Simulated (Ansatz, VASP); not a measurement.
# ZnO in VASP and in Ansatz

```
CELL_PARAMETERS angstrom
3.23488 0.00000 0.00000
-1.61744 2.80149 0.00000
0.00000 0.00000 5.21227
ATOMIC_POSITIONS crystal
Zn 0.66667 0.33333 0.50043
Zn 0.33333 0.66667 0.00043
O 0.66667 0.33333 0.87988
O 0.33333 0.66667 0.37988
```

Alike in both runs: functional r2SCAN; k mesh 9 × 9 × 6; occupations gaussian, width 0.02 eV; no spin polarisation.

Ansatz relaxed the structure, and its values are those at the end. VASP's run is a single point on that final structure, the one shown.

|  | VASP | Ansatz |
| --- | --- | --- |
| version | VASP 6.6.1 | Ansatz 0.2.0 |
| potentials or method | VASP PAW PBE potentials, release 64 (Zn, O) | scalar-relativistic, plane waves, PAW |
| plane-wave cutoff (eV) | 520 | 500 |
| valence electrons in the cell | 36 | 36 |

Ansatz gave:

| Quantity | Value |
| --- | --- |
| gap on the k mesh at the Fermi level (eV) | 1.24 |
| least direct gap on the mesh (eV) | 1.24 |
| pressure (GPa) | 0.0 |
| rms of the force components (eV/Å) | 0.002 |

Problem. What did VASP give for the same quantities?

Solution. gap on the k mesh at the Fermi level (eV): 1.23; least direct gap on the mesh (eV): 1.23; pressure (GPa): 1.0; rms of the force components (eV/Å): 0.009.

With one functional, cell and mesh, what is left measures potentials, basis and numerics.

Caveats: the PAW data sets were made with another functional, which shifts forces and pressure a little (VASP). r2SCAN opens gaps a little over a GGA but as a rule still falls short of measured ones.
